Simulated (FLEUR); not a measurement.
# Pb (Fm-3m) in FLEUR: notebook, part 2 of 2

FLEUR MaX-R8.1 (later development tree).

### 4 Equation of state, PBE, 29.11 Å³/atom (volume scaled by 0.96)

The input, inp.xml:

```xml
<?xml version="1.0" encoding="UTF-8" standalone="no"?>
<fleurInput fleurInputVersion="0.39">
   <comment>
      Pb                                                                                                  
   </comment>
   <calculationSetup>
      <cutoffs Kmax="5.0" Gmax="25.0" GmaxXC="25.0" numbands="0"/>
      <scfLoop itmax="60" minDistance="0.00001" maxIterBroyd="15" imix="Anderson" alpha="0.05" precondParam="0.0" spinf="2.0" sdNocoIR="T"/>
      <coreElectrons ctail="T" frcor="F" kcrel="0" coretail_lmax="0"/>
      <xcFunctional name="pbe" relativisticCorrections="F"/>
      <magnetism jspins="1"/>
      <soc l_soc="F" theta="0.0" phi="0.0" spav="F"/>
      <expertModes spex="0" secvar="F"/>
      <geometryOptimization l_f="F" forcealpha="1.0" forcemix="BFGS" epsdisp="0.00001" epsforce="0.00001"/>
      <ldaU l_linMix="F" mixParam="0.05" spinf="1.0"/>
   </calculationSetup>
   <cell>
      <bzIntegration valenceElectrons="20.0" mode="hist" fermiSmearingEnergy="0.00183747">
         <kPointListSelection listName="default-1"/>
         <!-- k-points included here -->
         <xi:include xmlns:xi="http://www.w3.org/2001/XInclude" href="kpts.xml"> </xi:include>
      </bzIntegration>
      <!-- symmetry operations included here -->
      <xi:include xmlns:xi="http://www.w3.org/2001/XInclude" href="sym.xml"> </xi:include>
      <bulkLattice scale="0.9864848297">
         <bravaisMatrix>
            <row-1>    0.0000000000000000     4.6771099529074922     4.6771099529074922</row-1>
            <row-2>    4.6771099529074922     0.0000000000000000     4.6771099529074922</row-2>
            <row-3>    4.6771099529074922     4.6771099529074922     0.0000000000000000</row-3>
         </bravaisMatrix>
      </bulkLattice>
   </cell>
   <atomSpecies>
      <species name="Lead (Pb)" element="Pb" atomicNumber="82">
         <mtSphere radius="2.66" gridPoints="879" logIncrement="0.015"/>
         <atomicCutoffs lmax="13" lnonsphr="8"/>
         <electronConfig flipSpins="F">
            <coreConfig>(1s1/2) (2s1/2) (2p1/2) (2p3/2) (3s1/2) (3p1/2) (3p3/2) (4s1/2) (3d3/2) (3d5/2) (4p1/2) (4p3/2) (4d3/2) (4d5/2) (4f5/2) (4f7/2) (5s1/2)</coreConfig>
            <valenceConfig>(5p1/2) (5p3/2) (6s1/2) (5d3/2) (5d5/2) (6p1/2) (6p3/2)</valenceConfig>
            <stateOccupation state="(6p1/2)" spinUp="0.333333" spinDown="0.333333"/>
            <stateOccupation state="(6p3/2)" spinUp="0.666667" spinDown="0.666667"/>
         </electronConfig>
         <energyParameters s="6" p="6" d="5" f="5"/>
         <lo type="SCLO" l="1" n="5" eDeriv="0"/>
         <lo type="SCLO" l="1" n="5" eDeriv="1"/>
         <lo type="SCLO" l="0" n="6" eDeriv="2"/>
         <lo type="SCLO" l="2" n="5" eDeriv="2"/>
         <lo type="SCLO" l="3" n="5" eDeriv="2"/>
      </species>
   </atomSpecies>
   <atomGroups>
      <atomGroup species="Lead (Pb)">
         <relPos label="                   1">.0000000000 .0000000000 .0000000000</relPos>
         <force calculate="T" relaxXYZ="TTT"/>
      </atomGroup>
   </atomGroups>
   <output dos="F" band="F" slice="F">
      <checks vchk="F" cdinf="F"/>
      <bandDOS minEnergy="-.5*Htr" maxEnergy="0.5*Htr" sigma="0.015" storeEVData="T"/>
      <vacuumDOS vacdos="F" integ="F" star="F" nstars="0" locx1="0.0" locy1="0.0" locx2="0.0" locy2="0.0" nstm="0" tworkf="0.0"/>
      <unfoldingBand unfoldBand="F" supercellX="1" supercellY="1" supercellZ="1"/>
      <plotting iplot="0" polar="F">
         <plot TwoD="T" vec1="  1.0  0.0  0.0" vec2="  0.0  1.0  0.0" vec3="  0.0  0.0  1.0" zero="  0.0  0.0  0.0" file="plot"/>
      </plotting>
      <chargeDensitySlicing numkpt="0" minEigenval="0.0" maxEigenval="0.0" nnne="0" pallst="F"/>
      <specialOutput eonly="F"/>
      <moessbauerParams electricFieldGradient="T" isomerShift="T" coreHyperfine="T" valenceHyperfine="T"/>
      <magneticCircularDichroism mcd="F" energyLo="-10.0" energyUp="0.0"/>
   </output>
  <!-- We include the file relax.xml here to enable relaxations (see documentation) -->
  <xi:include xmlns:xi="http://www.w3.org/2001/XInclude" href="relax.xml"> <xi:fallback/> </xi:include>
</fleurInput>
```

Command:

```sh
> inpgen -f crystal.txt -profile precise
> # inp.xml edited to the form shown
> fleur_MPI
```

It took 32 s on 1 thread of Arm Neoverse V2, shared host; peak memory 0.1 GiB.

Results (log left out):

```
Free energy                                           : -569487.3913 eV
Band gap on the k mesh                                : none (metal or under the smearing width)
Valence electrons inside the program's atomic spheres : Pb 18.05 (radii Pb 2.66 bohr)
```

### 5 Equation of state, PBE, 30.32 Å³/atom

inp.xml, as its differences from that of step 4:

```diff
@@ -24,3 +24,3 @@
       <xi:include xmlns:xi="http://www.w3.org/2001/XInclude" href="sym.xml"> </xi:include>
-      <bulkLattice scale="0.9864848297">
+      <bulkLattice scale="1.0000000000">
          <bravaisMatrix>
```

Command:

```sh
> inpgen -f crystal.txt -profile precise
> # inp.xml edited to the form shown
> fleur_MPI
```

Run time: 33 s. Hardware: 1 thread of Arm Neoverse V2, shared host; peak memory 0.1 GiB.

It converged, with:

```yaml
Free_energy: -569487.4174 eV
Band_gap_on_the_k_mesh: none (metal or under the smearing width)
Valence_electrons_inside_the_program's_atomic_spheres: Pb 18.02 (radii Pb 2.66 bohr)
```

### 6 Equation of state, PBE, 31.54 Å³/atom (volume scaled by 1.04)

inp.xml, as its differences from that of step 5:

```diff
@@ -24,3 +24,3 @@
       <xi:include xmlns:xi="http://www.w3.org/2001/XInclude" href="sym.xml"> </xi:include>
-      <bulkLattice scale="1.0000000000">
+      <bulkLattice scale="1.0131594038">
          <bravaisMatrix>
```

Potentials or basis: all-electron, FLAPW.

Command:

```sh
> inpgen -f crystal.txt -profile precise
> # inp.xml edited to the form shown
> fleur_MPI
```

It took 38 s on 1 thread of Arm Neoverse V2, shared host; peak memory 0.1 GiB.

It converged, with:

| Property | Result |
| --- | --- |
| Free energy | -569487.4276 eV |
| Band gap on the k mesh | none (metal or under the smearing width) |
| Valence electrons inside the program's atomic spheres | Pb 18.00 (radii Pb 2.66 bohr) |

### 7 Equation of state, PBE, 32.14 Å³/atom (volume scaled by 1.06)

inp.xml, as its differences from that of step 6:

```diff
@@ -24,3 +24,3 @@
       <xi:include xmlns:xi="http://www.w3.org/2001/XInclude" href="sym.xml"> </xi:include>
-      <bulkLattice scale="1.0131594038">
+      <bulkLattice scale="1.0196128224">
          <bravaisMatrix>
```

Command:

```sh
> inpgen -f crystal.txt -profile precise
> # inp.xml edited to the form shown
> fleur_MPI
```

Wall time 38 s (1 thread of Arm Neoverse V2, shared host); peak memory 0.1 GiB.

Results (log left out):

```
Free energy                                           : -569487.4279 eV
Band gap on the k mesh                                : none (metal or under the smearing width)
Valence electrons inside the program's atomic spheres : Pb 17.99 (radii Pb 2.66 bohr)
```

### 8 Equation of state, PBE

This step only gathers the single runs of the series.

What came out:

- Equilibrium volume: 31.88 Å³/atom
- Bulk modulus: 41 GPa
- Pressure derivative of the bulk modulus: 5.0 (rough: it moves with the points fitted)

Energy against volume, from the lowest point:
```tsv
volume (Å³/atom)	energy (meV/atom)
28.503	56.71
29.110	36.51
30.323	10.48
31.535	0.21
32.142	0.00
```

The run has no spin-orbit coupling, so splittings on Pb are missing.

### 9 Comparison with measurements

Step 8. The cell as given is a measured one (30.32 Å³/atom); PBE puts the equilibrium volume +5.1 % from it, thermal expansion not counted.
